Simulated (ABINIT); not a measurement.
**SnSe2: single point with LDA**

SnSe2:

```
Sn Se
1.0
     3.81100    0.00000    0.00000
    -1.90550    3.30042    0.00000
     0.00000    0.00000    6.13600
Sn Se
1 2
Direct
  0.00000 0.00000 0.00000
  0.66667 0.33333 0.75100
  0.33333 0.66667 0.24900
```

```
Program             : ABINIT 10.8.3 (patched build)
Task                : single point
Functional          : LDA
Potentials or basis : PseudoDojo NC SR LDA v0.4.1 standard
Cutoff              : 1061 eV
k mesh              : 6 × 6 × 4
Occupations         : fermi-dirac, width 0.05 eV
Spin                : no spin polarisation
```

The pressure is 0.6 GPa. The largest force is 0.486 eV/Å and the band gap on the k mesh is 0.66 eV, indirect (least direct gap 0.84 eV). The valence electrons inside the program's atomic spheres are Sn 10.51; Se 13.24.

Forces on the atoms (eV/Å):
```
Sn   0.000  0.000  0.000
Se   0.000  0.000 -0.486
Se   0.000  0.000  0.486
```

Stress tensor (GPa, compression positive):
```
0.10 0.00 0.00
0.00 0.10 0.00
0.00 0.00 1.52
```

Levels at points of the mesh, in eV from the valence-band top:
```csv
k point,band 20,band 21,band 22,band 23,band 24,band 25,band 26,band 27
"(0.00, 0.00, 0.00)",-0.71,-0.39,-0.39,0.00,0.84,2.80,4.53,4.53
"(0.50, 0.00, 0.00)",-2.94,-2.70,-1.25,-0.31,1.04,3.64,5.33,5.37
"(0.00, 0.00, 0.50)",-0.80,-0.80,-0.24,-0.24,2.29,2.75,4.25,4.25
"(0.50, 0.00, 0.50)",-2.54,-2.01,-0.87,-0.71,0.73,4.12,4.71,5.78
```

Run time: 3.7 min on 1 thread of Intel(R) Xeon(R) Processor @ 2.70GHz, on a shared host, peak memory 0.14 GiB.

Caveat: spin-orbit coupling is left out, which moves the levels of the heavy elements. A k mesh can miss the band edges.
